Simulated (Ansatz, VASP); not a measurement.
## ZnO in two plane-wave programs

One calculation is typed for both programs; each brings its own data sets. How far apart do they land? Of the first pair: The structure shown is the end of the Ansatz relaxation below.

Calculated with Ansatz 0.2.0; plane waves, with VASP 6.6.1 beside it; single point at PBEsol and relaxation of cell and atoms at PBEsol.

## (1) Set-up

Symmetry: P6_3mc, No. 186, hexagonal system. The conventional cell has a = 3.231 Å, b = 3.231 Å, c = 5.215 Å, α = 90.00°, β = 90.00°, γ = 120.00°. Nearest to Zn lie 4 O at 1.97 to 1.98 Å. Nearest to O lie 4 Zn at 1.97 to 1.98 Å. Farther neighbours and most contacts between anions are not listed.

As a file:

```cif
data_structure
_symmetry_space_group_name_H-M 'P 1'
_symmetry_Int_Tables_number 1
_cell_length_a 3.2308
_cell_length_b 3.2308
_cell_length_c 5.2153
_cell_angle_alpha 90.000
_cell_angle_beta 90.000
_cell_angle_gamma 120.000
_cell_volume 47.15
loop_
_atom_site_label
_atom_site_type_symbol
_atom_site_fract_x
_atom_site_fract_y
_atom_site_fract_z
_atom_site_occupancy
Zn1 Zn 0.33333 0.66667 0.99954 1
Zn2 Zn 0.66667 0.33333 0.49954 1
O3 O 0.66667 0.33333 0.12061 1
O4 O 0.33333 0.66667 0.62061 1
```

## (2) Ansatz: relaxation, PBEsol

Ansatz runs on its PAW soft_1 files.

This run makes the geometry at which the two programs are then compared.

The input, input.yaml:

```yaml
crystal:
  lattice:
    - [3.230817, 0.0, 0.0]
    - [-1.6154085, 2.797969597, 0.0]
    - [0.0, 0.0, 5.215323]
  atoms:
    - { symbol: Zn, position: [0.3333333, 0.6666667, 0.9995364] }
    - { symbol: Zn, position: [0.6666667, 0.3333333, 0.4995364] }
    - { symbol: O, position: [0.6666667, 0.3333333, 0.1206051] }
    - { symbol: O, position: [0.3333333, 0.6666667, 0.6206051] }
kpoints:
  mp_grid: { grid: [10, 10, 5] }
scf:
  occupations: { method: fermi_dirac, width: 0.02 }
hamiltonian:
  xc: pbesol
  pseudopotentials: { kind: paw, azcp: { folder: soft_1 }, xc_functional: pbe }
basis:
  ecutwfc: 600
output:
  forces: true
  stress: true
relax:
  f_tol: 0.005
  max_steps: 70
  cell: { stress_tol: 0.02, p_target: 0, fix: [c, alpha, beta, gamma] }
```

Launch:

```
$ ansatz run input.yaml --threads 4 --pin off --max-ram 10240MiB --backend cpu --events-out ev --progress --plain --runs-dir out
```

Numbers of over 12 decimals in the logs are rounded to 6 here.

What it wrote:

```text
Warning: crystal.symmetry: narrowed to the stabiliser of the fixed cell quantities (relax.cell.fix) — unitary ops 12 → 4. The narrowing is safe, since a smaller group never makes results wrong: the run goes on under it, on as many k-points as the starting group would need, or more. Excluded: 8 operations that would move a fixed cell quantity at a test strain (relax.cell.fix fixes c, alpha, beta, gamma). The cell can leave their symmetry as it relaxes.
Engine: ansatz 0.2.0, aarch64-unknown-linux-gnu
Pseudopotentials: kind: paw
Pseudopotential: Zn, paw, valence charge 12, recommended cutoff 420 eV (normal), soft_1/Zn.paw.azcp
Pseudopotential: O, paw, valence charge 6, recommended cutoff 420 eV (normal), soft_1/O.paw.azcp
Functional definition: PBEsol
  exchange = pbesol_x
  correlation = pbesol_c
Crystal: 4 atoms, lattice volume = 47.145 Å³
Basis set: ecut = 600 eV, 1557 PW (Γ), exchange–correlation on 54×54×90 points (8 copies of the dense FFT grid, shifted against one another)
Bands: 22, of which v1, the nominal top of the filled ones, is band 18 counted from 1 (17 counted from 0)
Symmetry: 4 space group operations
k-points: 93 of 500 (time reversal used)
Non-local potential: Zn, projectors of the file, l = 0: 2, l = 1: 2, l = 2: 3, l = 3: 1
Non-local potential: O, projectors of the file, l = 0: 2, l = 1: 2, l = 2: 1
PAW form: soft (Blöchl's): semilocal exchange-correlation on the pseudo side does not see the compensation charge
PAW frozen core: Zn, regenerated for the run's functional, and the local potential with it (the file was generated under x = pbe(κ = 0.804, μ = 0.219515), c = pbe(β = 0.066725))
PAW frozen core: O, regenerated for the run's functional, and the local potential with it (the file was generated under x = pbe(κ = 0.804, μ = 0.219515), c = pbe(β = 0.066725))
PAW one-centre angular grid: Zn, 590 points (default); XC on 64 Gauss nodes
PAW one-centre angular grid: O, 110 points (default); XC on 64 Gauss nodes
Initial density: superposition of atomic densities (chi_scale 0.1, normalization cell, long waves kept (reshape's long-wave potential 0.00 eV rms))
Initial wavefunctions: pseudopotential atomic-orbital guess
Functional: x = pbesol(κ = 0.804, μ = 0.123457), c = pbesol(β = 0.046)
SCF iter   1: F=—  HF=-7685.216304 eV  |F-HF|=—  |Δ(HF+E_count)|=         —  Δρ=1.12e-1  dr2=3.10e0  ethr=3.10e-3  ⟨swp⟩=6.2  Hψ=10686  notcnv=0
preconditioner: auto → Resta (q_TF=auto, 2.608 Å⁻¹)  ε∞=6.5  [insulator: Δε(μ)=1.081 eV  Ē_g=13.846 eV  σ=0.020 eV  W_gap=1.00  n_scr=22 (ndim 8)  ℏωp=32.4 eV  f_vac=0.000  D(μ)=0.00/eV (n_scr^D=0)  ε∞_Penn≈6.5]
SCF iter   2: F=—  HF=-7684.388125 eV  |F-HF|=—  |Δ(HF+E_count)|=   8.28e-1  Δρ=2.42e-2  dr2=1.99e-1  ethr=3.10e-3  ⟨swp⟩=2.9  Hψ=4855  notcnv=0
SCF iter   3: F=—  HF=-7684.274720 eV  |F-HF|=—  |Δ(HF+E_count)|=   1.13e-1  Δρ=1.74e-2  dr2=1.24e-1  ethr=5.54e-4  ⟨swp⟩=2.0  Hψ=4650  notcnv=0
SCF iter   4: F=—  HF=-7684.269393 eV  |F-HF|=—  |Δ(HF+E_count)|=   5.33e-3  Δρ=7.72e-3  dr2=1.85e-2  ethr=3.45e-4  ⟨swp⟩=2.0  Hψ=3907  notcnv=0
SCF iter   5: F=—  HF=-7684.280939 eV  |F-HF|=—  |Δ(HF+E_count)|=   1.15e-2  Δρ=2.13e-3  dr2=2.83e-3  ethr=5.15e-5  ⟨swp⟩=2.8  Hψ=4782  notcnv=0
SCF iter   6: F=—  HF=-7684.280945 eV  |F-HF|=—  |Δ(HF+E_count)|=   5.99e-6  Δρ=9.04e-4  dr2=2.70e-4  ethr=7.87e-6  ⟨swp⟩=2.5  Hψ=3992  notcnv=0
SCF iter   7: F=—  HF=-7684.281084 eV  |F-HF|=—  |Δ(HF+E_count)|=   1.39e-4  Δρ=1.82e-4  dr2=8.10e-6  ethr=7.50e-7  ⟨swp⟩=2.2  Hψ=3461  notcnv=0
SCF iter   8: F=—  HF=-7684.281090 eV  |F-HF|=—  |Δ(HF+E_count)|=   6.14e-6  Δρ=2.85e-5  dr2=4.39e-7  ethr=2.25e-8  ⟨swp⟩=2.0  Hψ=3524  notcnv=0
SCF iter   9: F=-7684.281091 eV  HF=-7684.281091 eV  |F-HF|=5.80e-9  |Δ(HF+E_count)|=   4.11e-7  Δρ=4.61e-6  dr2=1.06e-8  ethr=2.78e-10  ⟨swp⟩=5.0  Hψ=8485  notcnv=0
SCF 1 converged in 9 iterations: F = -7684.281091 eV  dr2 = 1.06e-8
  greatest PAW one-centre occupation: 0.987 electrons in one spin orbital (limit 2), on the Zn atom at site 1 (counted from 0), in its partial waves of l = 2
relax step   1: F+E_penalty+E_count = -7684.28109055 eV  Δ(F+E_penalty+E_count) = +0.000e0 eV  max|allowed force component| = 5.701e-4 eV/Å  Δτ_max = 0.0000 Å  P = -0.000 GPa  Ω = 47.145 Å³  fix = [c, alpha, beta, gamma]  reactions: c +0.003 GPa; gamma -0.000 GPa/rad  (9 SCF iters, dr2 threshold 1.00e-7 eV, accepted)
Initial density: handed on by an earlier stage of this run
Initial wavefunctions: pseudopotential atomic-orbital guess (no wavefunctions were taken with the density)
iter 1 solved again at ethr=2.89e-7 eV; its pass at ethr=3.10e-3 eV (dr2=1.04e-4 eV) is discarded
SCF iter   1: F=—  HF=-7684.281091 eV  |F-HF|=—  |Δ(HF+E_count)|=         —  Δρ=6.82e-6  dr2=1.85e-8  ethr=2.89e-7  ⟨swp⟩=3.1  Hψ=16333  notcnv=0
eigensolver tolerance schedule: the retry pair's looser diagonalisation over-reported the residual by 5622.15 of it (diagonalisation noise at 1.10 of the residual, at the tolerance the schedule requests for it); recorded, not acted on — ethr = c·dr2/N_el stays at c = 1.0e-1
preconditioner: auto → Resta (q_TF=auto, 2.608 Å⁻¹)  ε∞=7.6  [insulator: Δε(μ)=0.703 eV  Ē_g=12.656 eV  σ=0.020 eV  W_gap=1.00  n_scr=22 (ndim 8)  ℏωp=32.4 eV  f_vac=0.030  D(μ)=0.00/eV (n_scr^D=0)  ε∞_Penn≈7.6]
SCF iter   2: F=—  HF=-7684.281091 eV  |F-HF|=—  |Δ(HF+E_count)|=   4.74e-7  Δρ=5.23e-6  dr2=1.16e-8  ethr=5.13e-11  ⟨swp⟩=3.0  Hψ=4585  notcnv=0
SCF iter   3: F=—  HF=-7684.281091 eV  |F-HF|=—  |Δ(HF+E_count)|=  5.00e-10  Δρ=2.46e-6  dr2=3.49e-9  ethr=3.21e-11  ⟨swp⟩=2.7  Hψ=3288  notcnv=0
SCF iter   4: F=—  HF=-7684.281091 eV  |F-HF|=—  |Δ(HF+E_count)|=   2.99e-9  Δρ=2.98e-6  dr2=2.90e-9  ethr=9.68e-12  ⟨swp⟩=2.0  Hψ=3720  notcnv=0
SCF iter   5: F=—  HF=-7684.281091 eV  |F-HF|=—  |Δ(HF+E_count)|=  5.19e-10  Δρ=1.70e-6  dr2=1.00e-9  ethr=8.07e-12  ⟨swp⟩=2.0  Hψ=3540  notcnv=0
SCF iter   6: F=-7684.281091 eV  HF=-7684.281091 eV  |F-HF|=9.09e-13  |Δ(HF+E_count)|=  2.41e-10  Δρ=1.32e-7  dr2=5.23e-12  ethr=1.00e-12  ⟨swp⟩=5.0  Hψ=11553  notcnv=0
SCF 2 converged in 6 iterations: F = -7684.281091 eV  dr2 = 5.23e-12
  greatest PAW one-centre occupation: 0.987 electrons in one spin orbital (limit 2), on the Zn atom at site 0 (counted from 0), in its partial waves of l = 2
relax step   2: F+E_penalty+E_count = -7684.28109055 eV  Δ(F+E_penalty+E_count) = -1.265e-9 eV  max|allowed force component| = 5.653e-4 eV/Å  Δτ_max = 0.0000 Å  P = -0.000 GPa  Ω = 47.145 Å³  fix = [c, alpha, beta, gamma]  reactions: c +0.004 GPa; gamma -0.000 GPa/rad  stress off target by 1.92e-3 GPa on what of the cell is left free  SCF on the basis re-selected at this cell (its energy is not comparable with the rows above)  (6 SCF iters)
basis re-selected at this cell: Δ(F+E_penalty+E_count) = -1.265e-9 eV, ΔP = +0.000 GPa vs the last step (what re-selecting the basis moved, of the pressure what is left beyond the Pulay correction that the steps carried, after the strain that the cell walked since its last selection, with what the two solves' SCF thresholds leave and, on support functions, any second-order correction that the steps lacked; it is no m [...]
SCF converged after 6 iterations
Free energy (F): -7684.281091 eV
Harris-Foulkes:  -7684.281091 eV  (|F-HF|=9.09e-13)
Internal energy: -7684.281091 eV  (E = F + TS)
E sigma→0 (E₀):  -7684.281091 eV
Fermi energy:    7.526502 eV
--- Per-component energies (eV) ---
  E_band       = 61.743642
  E_kinetic    = 628.928610
  E_local      = -4425.446503  (includes V_loc(G=0)·N_el)
  E_nonlocal   = 1759.964810
  E_hartree    = 1657.874319
  E_xc         = -295.134528
  E_vxc        = -281.921794  (∫ρ·V_xc dr)
  E_paw        = -4039.871380  (= ΣΔE_a)
  E_vpaw       = -935.530523  (= ΣTr[D̂ρ^β])
  E_aug_tail   = 0.000419  (compensation charges beyond the density's cutoff)
  E_ewald      = -2972.262126
  E_core_change = 1.665288  (= ΣΔE_core)
  E_smearing   = -0.000000  (= −TS)
  E_closure    = -0.000000  (closes the sum)
  Σ components = -7684.281091   (vs F -7684.281091, Δ=0.00e0)
--- Forces (eV/Å), atoms counted from 1 ---
  atom   1  Zn     0.00000000    -0.00000000     0.00056522
  atom   2  Zn    -0.00000000     0.00000000     0.00056522
  atom   3  O     -0.00000000     0.00000000    -0.00056543
  atom   4  O      0.00000000    -0.00000000    -0.00056543
  max |Σ_I F_I| component: 4.13e-7 eV/Å
--- Stress (GPa, compression-positive) ---
       -0.001916       0.000000       0.000000
        0.000000      -0.001916       0.000000
        0.000000       0.000000       0.003581
  P = ⅓ Tr σ = -0.0001 GPa (-0.001 kbar)
--- Relaxed structure (1 steps of the walk, 1 accepted, 1 SCFs on fresh bases) ---
  F+E_penalty+E_count = -7684.28109055 eV   max|allowed force component| = 5.653e-4 eV/Å   (the final SCF, on the basis selected at the relaxed cell)
  cell:  # Å, volume = 47.1451 Å³
    - [3.230817, 0.0, 0.0]
    - [-1.615409, 2.797970, 0.0]
    - [0.0, 0.0, 5.215323]
  atoms:
    - { symbol: Zn, position: [0.333333, 0.666667, 0.999536] }
    - { symbol: Zn, position: [0.666667, 0.333333, 0.499536] }
    - { symbol: O, position: [0.666667, 0.333333, 0.120605] }
    - { symbol: O, position: [0.333333, 0.666667, 0.620605] }
```

The column dr2 measures how far the density is from self-consistency, as an energy; F and HF (Harris–Foulkes) agree once it is small.

## (3) VASP: single point, PBEsol, pair 1

The same cell, functional, mesh and smearing now go to VASP, with its own data sets.

Lines of VASP's logs that name or quote its potential files are left out, and so is its time.

The input, INCAR:

```
SYSTEM = ZnO
PREC = Accurate
ENCUT = 600
EDIFF = 1E-06
NELM = 120
ISMEAR = -1
SIGMA = 0.02
LREAL = .FALSE.
ALGO = Normal
GGA = PS
NBANDS = 24
LORBIT = 11
LWAVE = .FALSE.
LCHARG = .FALSE.
ISIF = 2
LASPH = .TRUE.
GGA_COMPAT = .FALSE.
EFERMI = MIDGAP
KPAR = 2
```

The input, POSCAR:

```
ZnO
1.0
    3.2308170000      0.0000000000      0.0000000000
   -1.6154085000      2.7979695970      0.0000000000
    0.0000000000      0.0000000000      5.2153230000
Zn O
2 2
Direct
    0.3333333334      0.6666666668      0.9995364000
    0.6666666668      0.3333333334      0.4995364000
    0.6666666668      0.3333333334      0.1206051000
    0.3333333334      0.6666666668      0.6206051000
```

The input, KPOINTS:

```
Automatic mesh
0
Gamma
10 10 5
0 0 0
```

PAW data sets: Zn and O (PBE family, release 64).

Launch:

```
$ mpirun -np 2 vasp_std
```

What it wrote:

```text
[banner, memory and clock lines left out]
running    2 mpi-ranks, on    1 nodes
 distrk:  each k-point on    1 cores,    2 groups
 distr:  one band on    1 cores,    1 groups

 POSCAR found type information on POSCAR ZnO
 POSCAR found :  2 types and       4 ions
|                                                                             |
|               ----> ADVICE to this user running VASP <----                  |
|                                                                             |
|     You enforced a specific xc type in the INCAR file but a different       |
|     [... a line on the potential file left out ...]
|     I HOPE YOU KNOW WHAT YOU ARE DOING!                                     |
|                                                                             |

 LDA part: xc-table for (Slater+PW92), standard interpolation
 POSCAR, INCAR and KPOINTS ok, starting setup
 FFT: planning ... GRIDC
 FFT: planning ... GRID_SOFT
 FFT: planning ... GRID
 WAVECAR not read
 entering main loop
       N       E                     dE             d eps       ncg     rms          rms(c)
DAV:   1     0.297183494469E+03    0.29718E+03   -0.20155E+04  2040   0.241E+03
DAV:   2     0.783891526695E+01   -0.28934E+03   -0.27336E+03  2176   0.448E+02
DAV:   3    -0.217218859705E+02   -0.29561E+02   -0.29296E+02  2352   0.147E+02
DAV:   4    -0.222106927146E+02   -0.48881E+00   -0.48858E+00  2296   0.199E+01
DAV:   5    -0.222136439247E+02   -0.29512E-02   -0.29511E-02  2352   0.149E+00    0.142E+01
DAV:   6    -0.193162740540E+02    0.28974E+01   -0.77614E+00  3576   0.654E+01    0.924E+00
DAV:   7    -0.194581943361E+02   -0.14192E+00   -0.23695E+00  2096   0.169E+01    0.545E+00
DAV:   8    -0.194616407146E+02   -0.34464E-02   -0.58877E-01  2968   0.753E+00    0.161E+00
DAV:   9    -0.194121064199E+02    0.49534E-01   -0.11067E-01  3120   0.629E+00    0.352E-01
DAV:  10    -0.194143304343E+02   -0.22240E-02   -0.42759E-02  2064   0.148E+00    0.125E-01
DAV:  11    -0.194142918473E+02    0.38587E-04   -0.11468E-03  2808   0.492E-01    0.287E-02
DAV:  12    -0.194143198135E+02   -0.27966E-04   -0.10454E-04  2848   0.232E-01    0.171E-02
DAV:  13    -0.194143194642E+02    0.34926E-06   -0.15015E-05  2576   0.106E-01    0.784E-03
DAV:  14    -0.194143196980E+02   -0.23380E-06   -0.48039E-06  2096   0.285E-02
   1 F= -.19414320E+02 E0= -.19414320E+02  d E =-.146510E-09
```

Parts of OUTCAR (step 3):

```text
ion  position               nearest neighbor table
   1  0.333  0.667  1.000-   3 1.97   3 1.97   3 1.97   4 1.98
   2  0.667  0.333  0.500-   4 1.97   4 1.97   4 1.97   3 1.98
   3  0.667  0.333  0.121-   1 1.97   1 1.97   1 1.97   2 1.98
   4  0.333  0.667  0.621-   2 1.97   2 1.97   2 1.97   1 1.98

  LATTYP: Found a hexagonal cell.
 ALAT       =     3.2308170000
 C/A-ratio  =     1.6142427751

 Subroutine GETGRP returns: Found 12 space group operations
 (whereof  6 operations were pure point group operations)

The static configuration has the point symmetry C_3v.
 The point group associated with its full space group is C_6v.

 Found     42 irreducible k-points:

   k-points           NKPTS =     42   k-points in BZ     NKDIM =     42   number of bands    NBANDS=     24

   dimension x,y,z NGX =    28 NGY =   28 NGZ =   42
   dimension x,y,z NGXF=    56 NGYF=   56 NGZF=   84

   ENCUT  =  600.0 eV  44.10 Ry    6.64 a.u.   6.45  6.45 10.42*2*pi/ulx,y,z

   NELECT =      36.0000    total number of electrons

 k-points in reciprocal lattice and weights: Automatic mesh
   0.00000000  0.00000000  0.00000000       0.002
   0.10000000  0.00000000  0.00000000       0.012
   0.20000000  0.00000000  0.00000000       0.012
   0.30000000 -0.00000000  0.00000000       0.012
   0.40000000  0.00000000  0.00000000       0.012
   0.50000000  0.00000000  0.00000000       0.006
   0.10000000  0.10000000  0.00000000       0.012
   0.20000000  0.10000000  0.00000000       0.024
   0.30000000  0.10000000  0.00000000       0.024
[...]
0.40000000  0.20000000  0.40000000       0.024
   0.30000000  0.30000000  0.40000000       0.024

 average (electrostatic) potential at core
       1 -35.5795       2 -35.5795       3 -73.1393       4 -73.1393

 E-fermi :   1.4915

 k-point     1 :       0.0000    0.0000    0.0000
  band No.  band energies     occupation
    ...
     14       0.3278      2.00000
     15       0.3278      2.00000
     16       1.0464      2.00000
     17       1.1402      2.00000
     18       1.1402      2.00000
     19       1.8294      0.00000
     20       6.2931      0.00000
     21       9.2384      0.00000
     22      13.9703      0.00000
     23      13.9703      0.00000
    ...

 k-point     2 :       0.1000    0.0000    0.0000
  band No.  band energies     occupation
    ...
     14      -0.0450      2.00000
     15       0.1910      2.00000
     16       0.5090      2.00000
     17       0.9793      2.00000
     18       1.0669      2.00000
     19       2.5941      0.00000
     20       6.7177      0.00000
     21       9.2297      0.00000
     22      12.9373      0.00000
     23      14.0686      0.00000
    ...

 k-point     3 :       0.2000    0.0000    0.0000
  band No.  band energies     occupation
    ...
     14      -0.9232      2.00000
     15      -0.2343      2.00000
     16      -0.1657      2.00000
     17       0.7704      2.00000
     18       0.8665      2.00000
     19       3.7235      0.00000
     20       7.6685      0.00000
     21       9.1906      0.00000
     22      11.3634      0.00000
     23      13.2234      0.00000
    ...

  Total        0.1813747      0.1813747      0.1876753      0.0000000     -0.0000000     -0.0000000
  in kB        6.1638321      6.1638321      6.3779499      0.0000000     -0.0000000     -0.0000000
  external PRESSURE =       6.2352047 kB  Pullay stress =       0.0000000 kB

  energy-cutoff  :      600.00
  volume of cell :       47.15
      direct lattice vectors                 reciprocal lattice vectors
     3.230817000  0.000000000  0.000000000     0.309519233  0.178701013  0.000000000
    -1.615408500  2.797969597  0.000000000     0.000000000  0.357402025  0.000000000
     0.000000000  0.000000000  5.215323000     0.000000000  0.000000000  0.191742678

 POSITION                                       TOTAL-FORCE (eV/Angst)
 -----------------------------------------------------------------------------------
      0.00000      1.86531      5.21291         0.000000     -0.000000     -0.000171
      1.61541      0.93266      2.60524        -0.000000      0.000000     -0.000171
      1.61541      0.93266      0.62899        -0.000000      0.000000      0.000171
      0.00000      1.86531      3.23666         0.000000     -0.000000      0.000171
 -----------------------------------------------------------------------------------
    total drift:                               -0.000000     -0.000000      0.000963

  FREE ENERGIE OF THE ION-ELECTRON SYSTEM (eV)
  ---------------------------------------------------
  free  energy   TOTEN  =       -19.4143196980 eV

  energy  without entropy=      -19.4143196979  energy(sigma->0) =      -19.41431970

 total charge
# of ion       s       p       d       tot
------------------------------------------
    1        0.465   0.504   9.907  10.876
    2        0.465   0.504   9.907  10.876
    3        1.540   3.444   0.000   4.985
    4        1.540   3.444   0.000   4.985
--------------------------------------------------
tot          4.012   7.895  19.813  31.720

[... 3 further parts left out ...]
```

The run ends at a pressure of 0.62 GPa, with forces up to 1.7e-4 eV/Å.

## (4) Side by side

Known differences besides the potentials themselves: Ansatz makes its cores anew for this functional, VASP keeps those of its PBE data sets; Ansatz's pressure holds a Pulay correction, VASP's none. Total energies have different zeros and are not compared.

Both answers:

```csv
quantity,Ansatz,VASP,difference
pressure (GPa),0.00,0.62,-0.62
gap on the k mesh (eV),0.703,0.689,+0.014
```

A gap on the mesh is an upper bound, since the band edges may lie between its points.

[end of part 1 of 2]

[Lines on the potential files, build, host, timing and source positions are cut from VASP's logs without a mark.]

[Logs are printed without paths, hosts, clocks, repeated set-up lines and the standing remarks that a program may print on its own settings, such as how far it seeks lower states.]

[Hosts, paths, dates, database ids (printed as entryN), source tags and the programs' standing remarks are cut or masked in the printed files.]
